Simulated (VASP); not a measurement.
# Si: on-the-fly training of a machine-learned force field

Si, Fd-3m (no. 227), 64 atoms in the cell. RPBE, machine-learned force field (on-the-fly training); PAW potentials Si (PBE set).

Atoms in the training cell: 64; Target temperature (K): 900; Ensemble of the training: NpT, Langevin, temperature ramp.

## Input

INCAR:
```
SYSTEM = Si
PREC = Normal
ENCUT = 320
EDIFF = 1E-6
ISMEAR = 0
SIGMA = 0.05
ALGO = Normal
LREAL = Auto
LASPH = .TRUE.
NELM = 80
NELMIN = 4
LWAVE = .FALSE.
LCHARG = .FALSE.
GGA = RP
NCORE = 4
IBRION = 0
NSW = 4500
POTIM = 2
TEBEG = 270
TEEND = 1170
ISYM = 0
MDALGO = 3
LANGEVIN_GAMMA = 10
ISIF = 3
RANDOM_SEED = 960123 0 0
LANGEVIN_GAMMA_L = 5
PMASS = 100
ML_LMLFF = .TRUE.
ML_MODE = train
NWRITE = 0
ML_MCONF = 600
ML_MB = 1200
```

KPOINTS:
```
k-points
0
Gamma
  1 1 1
```

POSCAR:
```
Si
1.0
   10.887404746000      0.000000000000      0.000000000000
    0.000000000000     10.887404746000      0.000000000000
    0.000000000000      0.000000000000     10.887404746000
Si
64
Direct
    0.745580591827      0.242701516882      0.248631290223
    0.002317054879      0.506260701567      0.250604587054
   -0.003045614635      0.245675110605      0.504126304412
    0.259009216142      0.251503216509      0.243203180963
    0.494719043365      0.508817633548      0.251118076044
    0.740454282451      0.749538754029      0.243589513751
   -0.003467978506     -0.002689378238      0.246068961952
    0.503049643969      0.249652336034      0.496751670733
    0.752257495718      0.504573295435      0.490945371777
   -0.001414828230      0.744595145240      0.499045749310
    0.742894071029      0.250114023835      0.749791213378
   -0.001677191717      0.494224923958      0.747816612831
   -0.006014264706      0.242531505288      0.001238784105
    0.243886422171      0.756449449406      0.253949082482
    0.488990121673      0.001499690013      0.243928489002
    0.250182176860      0.500240453957      0.489041852482
    0.498713618925      0.748590352592      0.505301541851
    0.743489099548      0.004067315848      0.493943610317
    0.248174270726      0.245368190007      0.757983893257
    0.503131396947      0.513401168926      0.753537572419
    0.754656717115      0.754632965684      0.746656990991
   -0.000385923633      0.007441932578      0.747814626491
    0.501040465762      0.249883038460      0.003357364810
    0.747989004264      0.499160340454      0.001335753199
    0.000567755903      0.745233173930      0.004936620236
    0.242844128209     -0.006619294002      0.492932245151
    0.255328940927      0.748012703428      0.744648662003
    0.493739436969      0.002320834840      0.744186820346
    0.242989633950      0.503383688272     -0.006595002694
    0.498223057790      0.749962737454     -0.002454223264
    0.749701890600      0.007377920801     -0.002848580528
    0.243060014641     -0.010122223329     -0.001128456900
    0.873058727390      0.376460904117      0.372441568845
    0.122362244864      0.621024861215      0.372135627170
    0.125883002203      0.372903893153      0.625553530553
    0.385477357521      0.377640398673      0.366314239442
    0.634553403916      0.626916767374      0.369811913536
    0.879998706187      0.875097299281      0.371609558215
    0.121508760681      0.119525241891      0.375265181566
    0.630890200936      0.373208652440      0.627319142908
    0.885336601408      0.618306445413      0.626419193995
    0.123311239819      0.869162487069      0.619346602023
    0.874915764261      0.377391001830      0.872070432303
    0.125299743854      0.628980059553      0.876634335751
    0.129787202515      0.377542730534      0.127689377425
    0.385066498532      0.878434272289      0.375713509612
    0.628912468508      0.119934750584      0.373138924049
    0.379371404606      0.628476237257      0.633532951940
    0.625057716393      0.866941177032      0.635731190635
    0.881022883338      0.119165345415      0.632582102634
    0.375178570373      0.365003519780      0.872683448363
    0.622195453760      0.633767092971      0.870634944890
    0.873602326195      0.873474783587      0.872911498074
    0.119962578783      0.126207378145      0.880934222185
    0.628438712893      0.369888593906      0.118663416853
    0.875655657926      0.621106068360      0.121527185329
    0.115743278395      0.885749071876      0.130051447102
    0.369632840307      0.130005106109      0.632398386322
    0.361831278498      0.871974789869      0.872861896969
    0.628572501356      0.124330609497      0.873730103227
    0.374678317889      0.635213594981      0.136903555642
    0.622107705008      0.869895510832      0.139838539818
    0.869600671201      0.121840007157      0.125201599060
    0.377663148411      0.130670968831      0.127154657960
```

Commands:
```
cat potpaw_PBE.64/Si/POTCAR > POTCAR
# POSCAR: the crystal's sites, moved at random by about 0.06 A along each axis
mpirun -np 8 vasp_gam > vasp.out
cp ML_ABN ../ML_AB.train
cp ML_FFN ../ML_FF.train
```

## Result

- MD steps with a DFT calculation: 198
- MD steps: 4500
- Force error on the training data while learning (meV/Å): 39.7
- Energy error on the training data while learning (meV/atom): 0.564
- Last threshold of the force error (eV/Å): 0.0147

Errors on the training data as learning went on:

| MD step | Energy (meV/atom) | Forces (meV/Å) | Stress (kbar) |
|---|---|---|---|
| 1 | 0.053 | 25.8 | 13.02 |
| 5 | 0.037 | 26.7 | 0.12 |
| 9 | 0.058 | 19.7 | 0.18 |
| 22 | 0.024 | 18.2 | 0.25 |
| 406 | 0.111 | 20.4 | 0.38 |
| 1194 | 0.163 | 21.8 | 0.43 |
| 1484 | 0.219 | 23.3 | 0.44 |
| 2022 | 0.278 | 25.8 | 0.50 |
| 2318 | 0.291 | 27.6 | 0.52 |
| 2703 | 0.303 | 29.7 | 0.56 |
| 3215 | 0.395 | 31.8 | 0.60 |
| 3768 | 0.414 | 34.9 | 0.67 |
| 4019 | 0.427 | 36.4 | 0.67 |
| 4500 | 0.564 | 39.7 | 0.77 |

DFT calculations in each fifth of the run: 41, 41, 52, 32, 32.

ML_LOGFILE:
```
ML_LOGFILE 0.2.5

* MEMORY INFORMATION ********************

Estimated memory consumption for ML force field generation (MB):

Persistent allocations for force field  :    205.2
|
|-- CMAT for basis  :      9.4
|-- SINV for basis  :      4.7
|-- FMAT for basis  :    183.4
|-- DESC for basis  :      0.5
|-- DESC product matrix  :      2.4

Persistent allocations for ab initio data     :      3.3
|
|-- Ab initio data  :      3.1
|-- Ab initio data (new)  :      0.1

Temporary allocations for sparsification  :    185.9
|
|-- SVD matrices  :    185.8

Other temporary allocations  :     21.1
|
|-- Descriptors  :      7.5
|-- Regression  :      5.5
|-- Prediction  :      8.1

Total memory consumption  :    417.7

********************

* MACHINE LEARNING SETTINGS ********************

General settings
------------------------------------------------------------
Machine learning operation mode in strings (supertag)  :         train (I) ML_MODE
Machine learning operation mode  :             0     ML_ISTART
Machine learning force field type  :        kernel     ML_TYPE
Controls the verbosity of the output at each MD step when machine learning is used  :             1     ML_OUTPUT_MODE
[... 436 lines left out ...]

Program part                                         system clock (sec)       cpu time (sec)
---------------------------------------------------|--------------------|-------------------
Setup (file I/O, parameters,...)                   |              0.270 |              0.257
Descriptor and design matrix                       |             54.830 |             53.556
Sparsification of configurations                   |              4.933 |              4.790
Regression                                         |              4.668 |              4.566
Prediction                                         |             92.225 |             89.532
---------------------------------------------------|--------------------|-------------------
TOTAL                                              |            156.925 |            152.702

********************
```

Limits: These errors are on the data that the field was fitted to, not on fresh structures.

VASP 6.6.1 took 1943 s on 8 cores (AMD EPYC 7R43 (Zen 3)), a shared host.
